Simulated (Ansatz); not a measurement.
Relaxed bulk ZnSe:

Space group F-43m (No. 216). a = 5.666 Å, b = 5.666 Å, c = 5.666 Å, α = 90.00°, β = 90.00°, γ = 90.00°
```json
{"atom": "Zn", "site": "4a", "symmetry": "-43m", "x": "0.0000", "y": "0.0000", "z": "0.0000"}
{"atom": "Se", "site": "4c", "symmetry": "-43m", "x": "0.2500", "y": "0.2500", "z": "0.2500"}
```

Miller indices refer to the conventional cell of F-43m (No. 216), a = 5.666 Å, b = 5.666 Å, c = 5.666 Å, α = 90.00°, β = 90.00°, γ = 90.00°. The bulk's gap is 1.87 eV.

The (110) slab of 6 planes, 10.0 Å thick with 15 Å of vacuum as cut; outer planes ZnSe (top) and ZnSe (bottom).

Theory: Ansatz, DFT r2SCAN, scalar-relativistic, plane waves, PAW. Cutoff 500 eV; k points 7×5×1 on the computed 12-atom cell (Γ-centred); Gaussian smearing, width 0.05 eV; no spin polarisation. A dipole correction removes the field between periodic images along c.

Results for the relaxed slab:

For the relaxed slab, the surface energy (mean of both faces) is 0.42 J/m² and the gap of the slab on the mesh is 2.26 eV. The bulk valence band top under the vacuum level is 6.03 eV and the bulk conduction band bottom under the vacuum level is 4.16 eV.

Relaxation lowers the energy by 0.370 J/m² a face; the largest move is 0.587 Å.

```tsv
plane (bottom to top)	atoms	spacing to next, bulk (Å)	relaxed (Å)	change (%)	rumpling (Å)
1	ZnSe	2.003	1.802	-10.0	0.655
2	ZnSe	2.003	2.045	+2.1	0.145
3	ZnSe	2.003	1.995	-0.4	0.088
4	ZnSe	2.003	2.045	+2.1	0.088
5	ZnSe	2.003	1.802	-10.0	0.145
6	ZnSe				0.655
```

The gap is read on a mesh, which can miss the band edges, so it can be too wide.